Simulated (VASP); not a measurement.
# FeSi2 (Linzhiite) (P4/mmm) in VASP: further runs

The runs below take FeSi2 (Linzhiite) through equation of state, with r2SCAN.

Program: VASP 6.6.1. These are calculated values, not measurements. Logs are shortened: lines on timing, memory, paths and dates and some standing lists are left out, and cuts for length are marked.

### 1 The crystal as given

Symmetry: P4/mmm, No. 123, tetragonal system. The conventional cell has a = 2.684 Å, b = 2.684 Å, c = 5.128 Å, α = 90.00°, β = 90.00°, γ = 90.00°. Fe (site symmetry 4/mmm) has 8 Si at 2.35 Å and 4 Fe at 2.68 Å as nearest neighbours. Si (site symmetry 4mm) has 4 Fe at 2.35 Å and 5 Si at 2.36 to 2.68 Å as nearest neighbours.

### 2 Equation of state, r2SCAN, collinear spin, ferromagnetic start, 11.57 Å³/atom (volume scaled by 0.94)

The input, INCAR:

```
SYSTEM = FeSi2
PREC     = Accurate       ! precision mode
ENCUT    = 520            ! plane-wave cutoff, eV
EDIFF    = 1E-6           ! SCF threshold, eV
ISMEAR   = -1             ! smearing method
SIGMA    = 0.05           ! smearing width, eV
LREAL    = .False.        ! projectors in reciprocal space
LASPH    = .True.         ! aspherical terms in the spheres
NELM     = 150            ! most SCF steps
ALGO     = Normal         ! electronic algorithm
ISIF     = 2              ! what is computed and relaxed
LWAVE    = .False.        ! write WAVECAR
LCHARG   = .False.        ! write CHGCAR
ISPIN    = 2              ! spin polarisation
MAGMOM   = 3 0 0          ! initial moments
LORBIT   = 11             ! projections on sites
LMAXMIX  = 4              ! l up to which the mixer works
METAGGA  = R2SCAN         ! meta-GGA
LMIXTAU  = .True.
```

The input, KPOINTS:

```
Automatic mesh
0
Gamma
  10 10 5
  0 0 0
```

The input, POSCAR:

```
FeSi2
1.0
    2.6292091158      0.0000000000      0.0000000000
    0.0000000000      2.6292091158      0.0000000000
    0.0000000000      0.0000000000      5.0233175655
Fe Si
1 2
Direct
    0.0000000000      0.0000000000      0.0000000000
    0.5000000000      0.5000000000      0.7300000000
    0.5000000000      0.5000000000      0.2700000000
```

Potentials or basis: VASP PAW PBE potentials, release 64 (Fe, Si).

Launch:

```sh
$ cat potpaw_PBE.64/Fe/POTCAR potpaw_PBE.64/Si/POTCAR > POTCAR
$ mpirun -np 1 vasp_std > vasp.out
```

OUTCAR:

```text
SYSTEM = FeSi2
   PREC = Accurate
   ENCUT = 520
   EDIFF = 1E-6
   ISMEAR = -1
   LREAL = .False.
   LASPH = .True.
   NELM = 150
   ISIF = 2
   ISPIN = 2
   LORBIT = 11
   METAGGA = R2SCAN

 Found     63 irreducible k-points:

 Following reciprocal coordinates:
            Coordinates               Weight
  0.000000  0.000000  0.000000      1.000000
  0.100000  0.000000  0.000000      4.000000
  0.200000  0.000000  0.000000      4.000000
  0.300000  0.000000  0.000000      4.000000
  0.400000  0.000000  0.000000      4.000000
  0.500000  0.000000  0.000000      2.000000
   k-points           NKPTS =     63   k-points in BZ     NKDIM =     63   number of bands    NBANDS=     14
   number of dos      NEDOS =    301   number of ions     NIONS =      3
   total plane-waves  NPLWV =  16000
   dimension x,y,z NGX =    20 NGY =   20 NGZ =   40
   dimension x,y,z NGXF=    40 NGYF=   40 NGZF=   80
   ions per type =               1   2
   NGX,Y,Z   is equivalent  to a cutoff of  12.65, 12.65, 13.24 a.u.
   NGXF,Y,Z  is equivalent  to a cutoff of  25.29, 25.29, 26.48 a.u.
 SYSTEM =  FeSi2
   PREC   = accura    normal or accurate (medium, high low for compatibility)
   ISTART =      0    job   : 0-new  1-cont  2-samecut
   ICHARG =      2    charge: 1-file 2-atom 10-const
   ISPIN  =      2    spin polarized calculation?
   LNONCOLLINEAR =      F non collinear calculations
   LSORBIT =      F    spin-orbit coupling
   LASPH  =      T    aspherical Exc in radial PAW
   ENCUT  =  520.0 eV  38.22 Ry    6.18 a.u.   4.89  4.89  9.34*2*pi/ulx,y,z
   NELM   =    150;   NELMIN=  2; NELMDL= -5     # of ELM steps
   EDIFF  = 0.1E-05   stopping-criterion for ELM
   LREAL  =      F    real-space projection
[... 7 lines left out ...]
   TEBEG  =    0.0;   TEEND  =   0.0 temperature during run
   PSTRESS=    0.0 pullay stress
   NELECT =      16.0000    total number of electrons
   NUPDOWN=      -1.0000    fix difference up-down
   EMIN   =  10.00;   EMAX   =-10.00  energy-range for DOS
   EFERMI =   0.00;   METHOD = LEGACY
   ISMEAR =    -1;   SIGMA  =   0.05  broadening in eV -4-tet -1-fermi 0-gaus
   EFERMI_NEDOS =   21; number of points for ismear=-14 and -15
   IALGO  =     38    algorithm
   IMIX   =      4    mixing-type and parameters
     AMIX     =   0.40;   BMIX     =  1.00
     AMIX_MAG =   1.60;   BMIX_MAG =  1.00
  volume/ion in A,a.u.               =      11.57        78.11
  Fermi-wavevector in a.u.,A,eV,Ry     =   1.264449  2.389461 21.753408  1.598830
  Thomas-Fermi vector in A             =   2.397753
   LORBIT       =     11    0 simple, 1 ext, 2 COOP (PROOUT), +10 PAW based schemes
   METAGGA = R2SCAN    functional components
   LHFCALC =     F    Hartree Fock is set to
   AEXX    =    0.0000 exact exchange contribution
   IVDW    =     0    specifies the selected vdW correction
   LEPSILON=     F    determine dielectric tensor
   LRPA    =     F    only Hartree local field effects (RPA)
 spin polarized calculation
  energy-cutoff  :      520.00
  volume of cell :       34.72
 maximum number of plane-waves:       956
 NGX is ok and might be reduce to    20
   NGX =  9   NGY =  9   NGZ = 19

 number of electron      16.0000005 magnetization       0.1592734

 Free energy of the ion-electron system (eV)
[... 31 lines left out ...]
     13      19.3095      0.00000
     14      19.3967      0.00000
[... 71 lines left out ...]
      1       0.0868      1.00000
      2       1.9492      1.00000
      3       3.2369      1.00000
      4       5.8334      1.00000
      5       6.5091      1.00000
      6       7.1692      1.00000
      7       8.2661      1.00000
      8       9.4493      1.00000
      9      10.8658      0.54201
     10      12.6135      0.00000
     11      13.3344      0.00000
     12      19.1395      0.00000
     13      20.6075      0.00000
     14      22.5571      0.00000

 [... further k-points ...]

 spin component 2

 k-point     1 :       0.0000    0.0000    0.0000
  band No.  band energies     occupation
      1      -4.4475      1.00000
      2       0.8673      1.00000
      3       1.9803      1.00000
      4       7.0872      1.00000
      5       9.0722      1.00000
      6       9.1299      1.00000
      7       9.1299      1.00000
      8       9.9368      1.00000
      9      16.0136      0.00000
     10      16.0136      0.00000
     11      18.1069      0.00000
     12      18.5459      0.00000
     13      19.3560      0.00000
     14      19.3894      0.00000
[... 71 lines left out ...]
      1       0.0791      1.00000
      2       1.9583      1.00000
      3       3.2482      1.00000
      4       5.8359      1.00000
      5       6.4724      1.00000
      6       7.4346      1.00000
      7       8.3114      1.00000
      8       9.5840      1.00000
      9      11.2533      0.00051
     10      12.7211      0.00000
     11      13.6074      0.00000
     12      19.1141      0.00000
     13      20.6154      0.00000
     14      22.5720      0.00000

 [... further k-points ...]

------------------------ aborting loop because EDIFF is reached ----------------------------------------

  FORCE on cell =-STRESS in cart. coord.  units (eV):
  Direction    XX          YY          ZZ          XY          YZ          ZX
  --------------------------------------------------------------------------------------
  -------------------------------------------------------------------------------------
  Total        3.0121261      3.0121261      2.8110515      0.0000000      0.0000000     -0.0000000
  in kB      138.9769683    138.9769683    129.6995547      0.0000000      0.0000000     -0.0000000
  external PRESSURE =     135.8844971 kB  Pullay stress =       0.0000000 kB

 VOLUME and BASIS-vectors are now :
 -----------------------------------------------------------------------------
  energy-cutoff  :      520.00
  volume of cell :       34.72
      direct lattice vectors                 reciprocal lattice vectors
     2.629209116  0.000000000  0.000000000     0.380342512  0.000000000  0.000000000
     0.000000000  2.629209116  0.000000000     0.000000000  0.380342512  0.000000000
     0.000000000  0.000000000  5.023317566     0.000000000  0.000000000  0.199071627

 POSITION                                       TOTAL-FORCE (eV/Angst)
 -----------------------------------------------------------------------------------
      0.00000      0.00000      0.00000        -0.000000      0.000000      0.000000
      1.31460      1.31460      3.66702        -0.000000     -0.000000     -0.522567
      1.31460      1.31460      1.35630         0.000000      0.000000      0.522567
 -----------------------------------------------------------------------------------
    total drift:                               -0.000000     -0.000000     -0.000000

  FREE ENERGIE OF THE ION-ELECTRON SYSTEM (eV)
  ---------------------------------------------------
  free  energy   TOTEN  =       -32.4844741799 eV

  energy  without entropy=      -32.4786401937  energy(sigma->0) =      -32.48155719

 total charge

# of ion       s       p       d       tot
------------------------------------------
    1        0.506   0.807   6.776   8.089
    2        0.726   0.952   0.000   1.678
    3        0.726   0.952   0.000   1.678
--------------------------------------------------
tot          1.957   2.712   6.776  11.445

 magnetization (x)

# of ion       s       p       d       tot
------------------------------------------
    1       -0.001  -0.007   0.182   0.174
    2       -0.001  -0.003   0.000  -0.004
    3       -0.001  -0.003   0.000  -0.004
--------------------------------------------------
tot         -0.004  -0.013   0.182   0.166
```

Run time: 2.2 min. Hardware: 1 thread of AMD EPYC 9R45 (Zen 5), shared host; peak memory 0.16 GiB.

What came out:

```yaml
Free_energy: -32.4845 eV
Pressure: 13.6 GPa
Largest_force: 0.523 eV/Å
Band_gap_on_the_k_mesh: none (metal or under the smearing width)
Net_moment: 0.16 μB per cell
Site_moments: Fe +0.17; Si -0.00 μB
Valence_electrons_inside_the_program's_atomic_spheres: Fe 8.09; Si 1.68
```

Caveat: the PAW data sets were made with another functional, which shifts forces and pressure a little.

### 3 Equation of state, r2SCAN, collinear spin, ferromagnetic start, 11.82 Å³/atom (volume scaled by 0.96)

The input, INCAR:

```
SYSTEM = FeSi2
  ALGO = Normal
  EDIFF = 1E-6
  ENCUT = 520
  ISIF = 2
  ISMEAR = -1
  ISPIN = 2
  LASPH = .TRUE.
  LCHARG = .FALSE.
  LMAXMIX = 4
  LMIXTAU = .TRUE.
  LORBIT = 11
  LREAL = .FALSE.
  LWAVE = .FALSE.
  MAGMOM = 3 0 0
  METAGGA = R2SCAN
  NELM = 150
  PREC = Accurate
  SIGMA = 0.05
```

The input, KPOINTS:

```
k-points
0
G
  10 10 5
  0 0 0
```

The input, POSCAR:

```
FeSi2
1.0
    2.6477252830      0.0000000000      0.0000000000
    0.0000000000      2.6477252830      0.0000000000
    0.0000000000      0.0000000000      5.0586942069
Fe Si
1 2
Direct
    0.0000000000      0.0000000000      0.0000000000
    0.5000000000      0.5000000000      0.7300000000
    0.5000000000      0.5000000000      0.2700000000
```

Potentials or basis: VASP PAW PBE potentials, release 64 (Fe, Si).

Launch:

```sh
$ cat potpaw_PBE.64/Fe/POTCAR potpaw_PBE.64/Si/POTCAR > POTCAR
$ mpirun -np 1 vasp_std > vasp.out
```

Wall time 2.1 min (1 thread of AMD EPYC 9R45 (Zen 5), shared host); peak memory 0.17 GiB.

It converged, with:

- Free energy: -32.5347 eV
- Pressure: 8.2 GPa
- Largest force: 0.396 eV/Å
- Band gap on the k mesh: none (metal or under the smearing width)
- Net moment: 0.16 μB per cell
- Site moments: Fe +0.18; Si -0.01 μB
- Valence electrons inside the program's atomic spheres: Fe 8.02; Si 1.66

Caveat: the PAW data sets were made with another functional, which shifts forces and pressure a little.

### 4 Equation of state, r2SCAN, collinear spin, ferromagnetic start, 12.07 Å³/atom (volume scaled by 0.98)

The input, INCAR:

```
PREC     = Accurate       # precision mode
ENCUT    = 520            # plane-wave cutoff, eV
EDIFF    = 1E-7           # SCF threshold, eV
ISMEAR   = -1             # smearing method
SIGMA    = 0.05           # smearing width, eV
LREAL    = F              # projectors in reciprocal space
LASPH    = T              # aspherical terms in the spheres
NELM     = 150            # most SCF steps
ALGO     = Normal         # electronic algorithm
ISIF     = 2              # what is computed and relaxed
LWAVE    = F              # write WAVECAR
LCHARG   = F              # write CHGCAR
ISPIN    = 2              # spin polarisation
MAGMOM   = 3 0 0          # initial moments
LORBIT   = 11             # projections on sites
LMAXMIX  = 4              # l up to which the mixer works
METAGGA  = R2SCAN         # meta-GGA
LMIXTAU  = T
```

The input, KPOINTS:

```
Automatic mesh
0
Gamma
  10 10 5
```

The input, POSCAR:

```
FeSi2
1.0
    2.6659860344      0.0000000000      0.0000000000
    0.0000000000      2.6659860344      0.0000000000
    0.0000000000      0.0000000000      5.0935828556
Fe Si
1 2
Direct
    0.0000000000      0.0000000000      0.0000000000
    0.5000000000      0.5000000000      0.7300000000
    0.5000000000      0.5000000000      0.2700000000
```

Launch:

```sh
$ cat potpaw_PBE.64/Fe/POTCAR potpaw_PBE.64/Si/POTCAR > POTCAR
$ mpirun -np 1 vasp_std > vasp.out
```

Run time: 2.5 min. Hardware: 1 thread of AMD EPYC 9R45 (Zen 5), shared host; peak memory 0.17 GiB.

Results (log left out):

| Item | Value |
| --- | --- |
| Free energy | -32.5616 eV |
| Pressure | 3.4 GPa |
| Largest force | 0.280 eV/Å |
| Band gap on the k mesh | none (metal or under the smearing width) |
| Net moment | 0.16 μB per cell |
| Site moments | Fe +0.18; Si -0.01 μB |
| Valence electrons inside the program's atomic spheres | Fe 7.95; Si 1.65 |

Caveat: the PAW data sets were made with another functional, which shifts forces and pressure a little.

### 5 Equation of state, r2SCAN, collinear spin, ferromagnetic start, 12.56 Å³/atom (volume scaled by 1.02)

The input, INCAR:

```
SYSTEM = FeSi2
PREC = Accurate ; ENCUT = 520
EDIFF = 1E-7 ; ISMEAR = -1
SIGMA = 0.05 ; LREAL = .False.
LASPH = .True. ; NELM = 150
ALGO = Normal ; ISIF = 2
LWAVE = .False. ; LCHARG = .False.
ISPIN = 2 ; MAGMOM = 3 0 0
LORBIT = 11 ; LMAXMIX = 4
METAGGA = R2SCAN ; LMIXTAU = .True.
```

The input, KPOINTS:

```
regular mesh
0
Gamma
  10 10 5
  0 0 0
```

The input, POSCAR:

```
FeSi2
1.0
    2.7017753525      0.0000000000      0.0000000000
    0.0000000000      2.7017753525      0.0000000000
    0.0000000000      0.0000000000      5.1619612546
Fe Si
1 2
Direct
    0.0000000000      0.0000000000      0.0000000000
    0.5000000000      0.5000000000      0.7300000000
    0.5000000000      0.5000000000      0.2700000000
```

Launch:

```sh
$ cat potpaw_PBE.64/Fe/POTCAR potpaw_PBE.64/Si/POTCAR > POTCAR
$ mpirun -np 1 vasp_std > vasp.out
```

Wall time 2.6 min (1 thread of AMD EPYC 9R45 (Zen 5), shared host); peak memory 0.17 GiB.

Results (log left out):

```
Free energy                                           : -32.5543 eV
Pressure                                              : -4.7 GPa
Largest force                                         : 0.074 eV/Å
Band gap on the k mesh                                : none (metal or under the smearing width)
Net moment                                            : 0.16 μB per cell
Site moments                                          : Fe +0.19; Si -0.01 μB
Valence electrons inside the program's atomic spheres : Fe 7.83; Si 1.62
```

Caveat: the PAW data sets were made with another functional, which shifts forces and pressure a little.

### 6 Equation of state, r2SCAN, collinear spin, ferromagnetic start, 12.81 Å³/atom (volume scaled by 1.04)

The input, INCAR:

```
SYSTEM = FeSi2
ALGO = Normal ; EDIFF = 1E-7
ENCUT = 520 ; ISIF = 2
ISMEAR = -1 ; ISPIN = 2
LASPH = .TRUE. ; LCHARG = .FALSE.
LMAXMIX = 4 ; LMIXTAU = .TRUE.
LORBIT = 11 ; LREAL = .FALSE.
LWAVE = .FALSE. ; MAGMOM = 3 0 0
METAGGA = R2SCAN ; NELM = 120
PREC = Accurate ; SIGMA = 0.05
```

The input, KPOINTS:

```
k-points
0
G
  10 10 5
  0 0 0
```

The input, POSCAR:

```
FeSi2
1.0
    2.7193198399      0.0000000000      0.0000000000
    0.0000000000      2.7193198399      0.0000000000
    0.0000000000      0.0000000000      5.1954814228
Fe Si
1 2
Direct
    0.0000000000      0.0000000000      0.0000000000
    0.5000000000      0.5000000000      0.7300000000
    0.5000000000      0.5000000000      0.2700000000
```

Potentials or basis: VASP PAW PBE potentials, release 64 (Fe, Si).

Launch:

```sh
$ cat potpaw_PBE.64/Fe/POTCAR potpaw_PBE.64/Si/POTCAR > POTCAR
$ mpirun -np 1 vasp_std > vasp.out
```

It took 2.6 min on 1 thread of AMD EPYC 9R45 (Zen 5), shared host; peak memory 0.17 GiB.

It converged, with:

```yaml
Free_energy: -32.5244 eV
Pressure: -8.2 GPa
Largest_force: 0.017 eV/Å
Band_gap_on_the_k_mesh: none (metal or under the smearing width)
Net_moment: 0.16 μB per cell
Site_moments: Fe +0.20; Si -0.01 μB
Valence_electrons_inside_the_program's_atomic_spheres: Fe 7.77; Si 1.60
```

Caveat: the PAW data sets were made with another functional, which shifts forces and pressure a little.

### 7 Equation of state, r2SCAN, collinear spin, ferromagnetic start, 13.05 Å³/atom (volume scaled by 1.06)

The input, INCAR:

```
ALGO = Normal
EDIFF = 1E-6
ENCUT = 520
ISIF = 2
ISMEAR = -1
ISPIN = 2
LASPH = T
LCHARG = F
LMAXMIX = 4
LMIXTAU = T
LORBIT = 11
LREAL = F
LWAVE = F
MAGMOM = 3 0 0
METAGGA = R2SCAN
NELM = 100
PREC = Accurate
SIGMA = 0.05
```

The input, KPOINTS:

```
k-points
0
Gamma
  10 10 5
```

The input, POSCAR:

```
FeSi2
1.0
    2.7366408154      0.0000000000      0.0000000000
    0.0000000000      2.7366408154      0.0000000000
    0.0000000000      0.0000000000      5.2285745534
Fe Si
1 2
Direct
    0.0000000000      0.0000000000      0.0000000000
    0.5000000000      0.5000000000      0.7300000000
    0.5000000000      0.5000000000      0.2700000000
```

Launch:

```sh
$ cat potpaw_PBE.64/Fe/POTCAR potpaw_PBE.64/Si/POTCAR > POTCAR
$ mpirun -np 1 vasp_std > vasp.out
```

Run time: 2.5 min. Hardware: 1 thread of AMD EPYC 9R45 (Zen 5), shared host; peak memory 0.17 GiB.

It converged, with:

```
Free energy                                           : -32.4793 eV
Pressure                                              : -11.3 GPa
Largest force                                         : 0.101 eV/Å
Band gap on the k mesh                                : none (metal or under the smearing width)
Net moment                                            : 0.16 μB per cell
Site moments                                          : Fe +0.20; Si -0.01 μB
Valence electrons inside the program's atomic spheres : Fe 7.72; Si 1.59
```

Caveat: the PAW data sets were made with another functional, which shifts forces and pressure a little.

### 8 Equation of state, r2SCAN, collinear spin, ferromagnetic start

This step only gathers the single runs of the series.

What came out:

```yaml
Equilibrium_volume: 12.26 Å³/atom
Bulk_modulus_at_fixed_shape_and_positions: 208 GPa
Pressure_derivative_of_the_bulk_modulus: 4.5
```

Energy against volume, from the lowest point:
```csv
volume (Å³/atom),energy (meV/atom)
11.575,27.63
11.821,10.87
12.068,1.93
12.314,0.00
12.560,4.35
12.806,14.33
13.053,29.35
```

Caveat: the cell was scaled at fixed shape and fractional positions, which overstates the stiffness of a crystal with free parameters, most of all of layers and chains; the PAW data sets were made with another functional, which shifts forces and pressure a little.
